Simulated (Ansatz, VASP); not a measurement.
**Cu in VASP and in Ansatz**

```
CELL_PARAMETERS angstrom
2.51968 0.00000 0.00000
-1.25984 2.18211 0.00000
0.00000 0.00000 18.11463
ATOMIC_POSITIONS crystal
Cu 0.66667 0.33333 0.38643
Cu 0.33333 0.66667 0.50021
Cu 0.00000 0.00000 0.61399
```

Alike in both runs: functional PBE; dispersion D3(BJ); k mesh 12 × 12 × 1; occupations gaussian, width 0.1 eV; no spin polarisation.

Ansatz relaxed the structure, and its values are those at the end. VASP's run is a single point on that final structure, the one shown.

|  | VASP | Ansatz |
| --- | --- | --- |
| version | VASP 6.6.1 | Ansatz 0.2.0 |
| potentials or method | VASP PAW PBE potentials, release 64 (Cu) | scalar-relativistic, plane waves, PAW |
| plane-wave cutoff (eV) | 520 | 420 |
| valence electrons in the cell | 33 | 57 |

|  | VASP | Ansatz | Ansatz less VASP |
| --- | --- | --- | --- |
| gap on the k mesh at the Fermi level (eV) | none | none | - |
| rms of the force components (eV/Å) | 0.023 | 0.014 | -0.0095 |
| work function, face that differs most (eV) | 4.66 | 4.81 | +0.155 |

A gap of «none» marks a metal or a gap that the smearing closes. The two sets of potentials don't hold the same shells in valence.
